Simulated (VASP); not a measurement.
# Mg (P6/mmm) in VASP: further runs

One crystal, Mg, is run at these levels: r2SCAN; tasks: single point.

All numbers are computed with VASP 6.6.1; they aren't measurements. Logs are shortened: lines on timing, memory, paths and dates and some standing lists are left out, and cuts for length are marked.

### Step 1. The structure

The structure is hexagonal, space group P6/mmm (No. 191). The conventional cell has a = 3.050 Å, b = 3.050 Å, c = 3.045 Å, α = 90.00°, β = 90.00°, γ = 120.00°. Around Mg (site symmetry 6/mmm) lie 8 Mg at 3.04 to 3.05 Å.

This isn't the form of Mg at room conditions, which is hcp.

### Step 2. Single point, r2SCAN

File INCAR:

```
ADDGRID = False
ALGO = Normal
EDIFF = 1E-6
ENCUT = 500
ISIF = 2
ISMEAR = 1
LASPH = True
LCHARG = False
LMIXTAU = True
LREAL = False
LWAVE = False
METAGGA = R2SCAN
NELM = 100
PREC = Accurate
SIGMA = 0.2
```

File KPOINTS:

```
k-points
0
Gamma
  11 11 9
```

File POSCAR:

```
Mg
1.0
    3.1430880000     -0.0084060000     -0.0278050000
   -1.5788240000      2.6046760000      0.0276970000
   -0.0277550000      0.0158990000      3.0020770000
Mg
1
Direct
   -0.0144770000      0.0117080000      0.0082640000
```

Potentials or basis: VASP PAW PBE potentials, release 64 (Mg).

The run is started by

```sh
> cat potpaw_PBE.64/Mg/POTCAR > POTCAR
> mpirun -np 1 vasp_std > vasp.out
```

OUTCAR:

```text
EDIFF = 1E-6
   ENCUT = 500
   ISIF = 2
   ISMEAR = 1
   LASPH = True
   LREAL = False
   METAGGA = R2SCAN
   NELM = 100
   PREC = Accurate

 Found    545 irreducible k-points:

 Following reciprocal coordinates:
            Coordinates               Weight
  0.000000  0.000000  0.000000      1.000000
  0.090909  0.000000 -0.000000      2.000000
  0.181818  0.000000 -0.000000      2.000000
  0.272727  0.000000  0.000000      2.000000
  0.363636  0.000000 -0.000000      2.000000
  0.454545  0.000000  0.000000      2.000000
   k-points           NKPTS =    545   k-points in BZ     NKDIM =    545   number of bands    NBANDS=      5
   number of dos      NEDOS =    301   number of ions     NIONS =      1
   total plane-waves  NPLWV =  13824
   dimension x,y,z NGX =    24 NGY =   24 NGZ =   24
   dimension x,y,z NGXF=    48 NGYF=   48 NGZF=   48
   ions per type =               1
   NGX,Y,Z   is equivalent  to a cutoff of  12.69, 13.10, 13.29 a.u.
   NGXF,Y,Z  is equivalent  to a cutoff of  25.39, 26.20, 26.58 a.u.
 SYSTEM =  unknown system
   PREC   = accura    normal or accurate (medium, high low for compatibility)
   ISTART =      0    job   : 0-new  1-cont  2-samecut
   ICHARG =      2    charge: 1-file 2-atom 10-const
   ISPIN  =      1    spin polarized calculation?
   LNONCOLLINEAR =      F non collinear calculations
   LSORBIT =      F    spin-orbit coupling
   LASPH  =      T    aspherical Exc in radial PAW
   ENCUT  =  500.0 eV  36.75 Ry    6.06 a.u.   5.73  5.55  5.47*2*pi/ulx,y,z
   NELM   =    100;   NELMIN=  2; NELMDL= -5     # of ELM steps
   EDIFF  = 0.1E-05   stopping-criterion for ELM
   LREAL  =      F    real-space projection
   EDIFFG = 0.1E-04   stopping-criterion for IOM
   NSW    =      0    number of steps for IOM
   IBRION =     -1    ionic relax: 0-MD 1-quasi-New 2-CG
   NFREE  =      0    steps in history (QN), initial steepest desc. (CG)
   ISIF   =      2    stress and relaxation
   ISYM   =      2    0-nonsym 1-usesym 2-fastsym
   POTIM  = 0.5000    time-step for ionic-motion
   TEBEG  =    0.0;   TEEND  =   0.0 temperature during run
   PSTRESS=    0.0 pullay stress
   NELECT =       2.0000    total number of electrons
   NUPDOWN=      -1.0000    fix difference up-down
   EMIN   =  10.00;   EMAX   =-10.00  energy-range for DOS
   EFERMI =   0.00;   METHOD = LEGACY
   ISMEAR =     1;   SIGMA  =   0.20  broadening in eV -4-tet -1-fermi 0-gaus
   EFERMI_NEDOS =   21; number of points for ismear=-14 and -15
   IALGO  =     38    algorithm
   IMIX   =      4    mixing-type and parameters
     AMIX     =   0.40;   BMIX     =  1.00
     AMIX_MAG =   1.60;   BMIX_MAG =  1.00
  volume/ion in A,a.u.               =      24.53       165.57
  Fermi-wavevector in a.u.,A,eV,Ry     =   0.709836  1.341396  6.855535  0.503868
  Thomas-Fermi vector in A             =   1.796524
   LORBIT       =      0    0 simple, 1 ext, 2 COOP (PROOUT), +10 PAW based schemes
   METAGGA = R2SCAN    functional components
   LHFCALC =     F    Hartree Fock is set to
   AEXX    =    0.0000 exact exchange contribution
   IVDW    =     0    specifies the selected vdW correction
   LEPSILON=     F    determine dielectric tensor
   LRPA    =     F    only Hartree local field effects (RPA)
 non-spin polarized calculation
 Methfessel and Paxton  Order N= 1 SIGMA  =   0.20
  energy-cutoff  :      500.00
  volume of cell :       24.53
 maximum number of plane-waves:       637
   NGX = 11   NGY = 11   NGZ = 11

 number of electron       2.0000000 magnetization

 Free energy of the ion-electron system (eV)
  ---------------------------------------------------
  ext. energy  EPLUGINS =         0.00000000
  ---------------------------------------------------
  free energy    TOTEN  =        -3.86258018 eV

  energy without entropy =       -3.86138776  energy(sigma->0) =       -3.86218271

 E-fermi :   2.2747     XC(G=0):  -8.8407

 val. band max:        2.2740929870   @ k =   0.3636   0.1818   0.1111
 cond. band min:       2.2851240517   @ k =  -0.3636  -0.3636   0.1111
 fundamental gap:      0.0110310647
 Fermi energy:         2.2746777444

 k-point     1 :       0.0000    0.0000    0.0000
  band No.  band energies     occupation
      1      -4.8379      2.00000
      2      11.0974      0.00000
      3      12.2516      0.00000
      4      14.9019      0.00000
      5      16.1174      0.00000

 k-point     2 :       0.0909    0.0000   -0.0000
  band No.  band energies     occupation
      1      -4.6526      2.00000
      2      10.9523      0.00000
      3      12.4058      0.00000
      4      12.8652      0.00000
      5      14.6766      0.00000

 k-point     3 :       0.1818    0.0000   -0.0000
  band No.  band energies     occupation
      1      -4.0985      2.00000
      2       9.1848      0.00000
      3      11.6846      0.00000
      4      12.8689      0.00000
      5      13.5281      0.00000

 k-point     4 :       0.2727    0.0000    0.0000
  band No.  band energies     occupation
      1      -3.1818      2.00000
      2       6.4744      0.00000
      3      11.5149      0.00000
      4      12.6616      0.00000
      5      13.6382      0.00000

 k-point     5 :       0.3636    0.0000   -0.0000
  band No.  band energies     occupation
      1      -1.9133      2.00000
      2       3.9398     -0.00000
      3      11.3388      0.00000
      4      12.0472      0.00000
      5      14.7093      0.00000

 k-point     6 :       0.4545    0.0000    0.0000
  band No.  band energies     occupation
      1      -0.3237      2.00000
      2       1.7090      2.00047
      3      11.2278      0.00000
      4      11.7057      0.00000
      5      16.0345      0.00000

 [... further k-points ...]
[... 5 lines left out ...]
  --------------------------------------------------------------------------------------
  -------------------------------------------------------------------------------------
  Total       -0.0965026      0.0498212      0.1767628      0.0167842      0.0498595     -0.0647205
  in kB       -6.3018720      3.2534554     11.5430746      1.0960502      3.2559600     -4.2264210
  external PRESSURE =       2.8315527 kB  Pullay stress =       0.0000000 kB

 VOLUME and BASIS-vectors are now :
 -----------------------------------------------------------------------------
  energy-cutoff  :      500.00
  volume of cell :       24.53
      direct lattice vectors                 reciprocal lattice vectors
     3.143088000 -0.008406000 -0.027805000     0.318692044  0.193154686  0.001923445
    -1.578824000  2.604676000  0.027697000     0.001010546  0.384559010 -0.002027282
    -0.027755000  0.015899000  3.002077000     0.002942377 -0.001758937  0.333139234

 POSITION                                       TOTAL-FORCE (eV/Angst)
 -----------------------------------------------------------------------------------
      3.07887      0.02234     -0.00227         0.000000     -0.000000      0.000000
 -----------------------------------------------------------------------------------
    total drift:                               -0.000014     -0.000211      0.000216

  FREE ENERGIE OF THE ION-ELECTRON SYSTEM (eV)
  ---------------------------------------------------
  free  energy   TOTEN  =        -3.8625801808 eV

  energy  without entropy=       -3.8613877601  energy(sigma->0) =       -3.86218271
```

It took 67 s on 1 thread of Intel Xeon 6975P-C (Granite Rapids), shared host; peak memory 0.2 GiB.

The run converged, but some of its settings lie outside the range that counts as converged, so its numbers aren't taken as properties of the crystal.

What came out:

```yaml
Free_energy: -3.8626 eV
Pressure: 0.3 GPa
Band_gap_on_the_k_mesh: none (metal or under the smearing width)
```

Caveat: the PAW data sets were made with another functional, which shifts forces and pressure a little.

### Step 3. Single point, r2SCAN

This run uses another cell than the first one, of the same volume but with other edges.

Changes to INCAR since step 2:

```diff
@@ -3,3 +3,3 @@
 EDIFF = 1E-6
-ENCUT = 500
+ENCUT = 400
 ISIF = 2
```

File KPOINTS:

```
k-points
0
Gamma
  13 13 11
```

File POSCAR:

```
Mg
1.0
    3.0502998005      0.0000000000      0.0000000000
   -1.5251499003      2.6416371164      0.0000000000
    0.0000000000      0.0000000000      3.0448375700
Mg
1
Direct
    0.0000000000      0.0000000000      0.0000000000
```

Potentials or basis: VASP PAW PBE potentials, release 64 (Mg).

The run is started by

```sh
> cat potpaw_PBE.64/Mg/POTCAR > POTCAR
> mpirun -np 1 vasp_std > vasp.out
```

OUTCAR:

```text
EDIFF = 1E-6
   ENCUT = 400
   ISIF = 2
   ISMEAR = 1
   LASPH = True
   LREAL = False
   METAGGA = R2SCAN
   NELM = 100
   PREC = Accurate

 Found    126 irreducible k-points:

 Following reciprocal coordinates:
            Coordinates               Weight
  0.000000  0.000000  0.000000      1.000000
  0.076923  0.000000  0.000000      6.000000
  0.153846  0.000000  0.000000      6.000000
  0.230769  0.000000  0.000000      6.000000
  0.307692  0.000000  0.000000      6.000000
  0.384615  0.000000  0.000000      6.000000
   k-points           NKPTS =    126   k-points in BZ     NKDIM =    126   number of bands    NBANDS=      5
   number of dos      NEDOS =    301   number of ions     NIONS =      1
   total plane-waves  NPLWV =   8000
   dimension x,y,z NGX =    20 NGY =   20 NGZ =   20
   dimension x,y,z NGXF=    40 NGYF=   40 NGZF=   40
   ions per type =               1
   NGX,Y,Z   is equivalent  to a cutoff of  10.90, 10.90, 10.92 a.u.
   NGXF,Y,Z  is equivalent  to a cutoff of  21.80, 21.80, 21.84 a.u.
 SYSTEM =  unknown system
   PREC   = accura    normal or accurate (medium, high low for compatibility)
   ISTART =      0    job   : 0-new  1-cont  2-samecut
   ICHARG =      2    charge: 1-file 2-atom 10-const
   ISPIN  =      1    spin polarized calculation?
   LNONCOLLINEAR =      F non collinear calculations
   LSORBIT =      F    spin-orbit coupling
[... 49 lines left out ...]
  free energy    TOTEN  =        -3.86476156 eV

  energy without entropy =       -3.86383437  energy(sigma->0) =       -3.86445249

 E-fermi :   2.2956     XC(G=0):  -8.8349

 val. band max:        2.2838338640   @ k =   0.3846   0.1538   0.0909
 cond. band min:       2.3050558878   @ k =   0.3077   0.1538   0.4545
 fundamental gap:      0.0212220237
 Fermi energy:         2.2955622745

 k-point     1 :       0.0000    0.0000    0.0000
  band No.  band energies     occupation
      1      -4.8375      2.00000
      2      10.8256      0.00000
      3      11.7514      0.00000
      4      15.7142      0.00000
      5      15.7143      0.00000
[... 33 lines left out ...]
 k-point     6 :       0.3846    0.0000    0.0000
  band No.  band energies     occupation
      1      -1.4739      2.00000
      2       3.6518     -0.00000
      3      11.2611      0.00000
      4      11.8136      0.00000
      5      14.5964      0.00000

 [... further k-points ...]
[... 5 lines left out ...]
  --------------------------------------------------------------------------------------
  -------------------------------------------------------------------------------------
  Total        0.1311766      0.1311766     -0.0788593     -0.0000000     -0.0000000      0.0000000
  in kB        8.5661787      8.5661787     -5.1497223     -0.0000000     -0.0000000      0.0000000
  external PRESSURE =       3.9942117 kB  Pullay stress =       0.0000000 kB

 VOLUME and BASIS-vectors are now :
 -----------------------------------------------------------------------------
  energy-cutoff  :      400.00
  volume of cell :       24.53
      direct lattice vectors                 reciprocal lattice vectors
     3.050299800  0.000000000  0.000000000     0.327836628  0.189276565  0.000000000
    -1.525149900  2.641637116  0.000000000     0.000000000  0.378553130  0.000000000
     0.000000000  0.000000000  3.044837570     0.000000000  0.000000000  0.328424744

 POSITION                                       TOTAL-FORCE (eV/Angst)
 -----------------------------------------------------------------------------------
      0.00000      0.00000      0.00000         0.000000      0.000000      0.000000
 -----------------------------------------------------------------------------------
    total drift:                               -0.000000     -0.000000      0.000000

  FREE ENERGIE OF THE ION-ELECTRON SYSTEM (eV)
  ---------------------------------------------------
  free  energy   TOTEN  =        -3.8647615580 eV

  energy  without entropy=       -3.8638343684  energy(sigma->0) =       -3.86445249
```

stdout:

```text
POSCAR found type information on POSCAR Mg
 POSCAR found :  1 types and       1 ions
 scaLAPACK will be used
 -----------------------------------------------------------------------------
|                                                                             |
|                                                                             |
|     You enforced a specific xc type in the INCAR file but a different       |
|     I HOPE YOU KNOW WHAT YOU ARE DOING!                                     |
|                                                                             |
 -----------------------------------------------------------------------------

 LDA part: xc-table for (None), standard interpolation
 POSCAR, INCAR and KPOINTS ok, starting setup
 FFT: planning ... GRIDC
 FFT: planning ... GRID_SOFT
 FFT: planning ... GRID
 WAVECAR not read
 entering main loop
```

Wall time 21 s (1 thread of Intel Xeon 6975P-C (Granite Rapids), shared host); peak memory 0.13 GiB.

The run converged, but some of its settings lie outside the range that counts as converged, so its numbers aren't taken as properties of the crystal.

What came out:

* Free energy: -3.8648 eV
* Pressure: 0.4 GPa
* Band gap on the k mesh: none (metal or under the smearing width)

Caveat: the PAW data sets were made with another functional, which shifts forces and pressure a little.

[end of part 1 of 2]
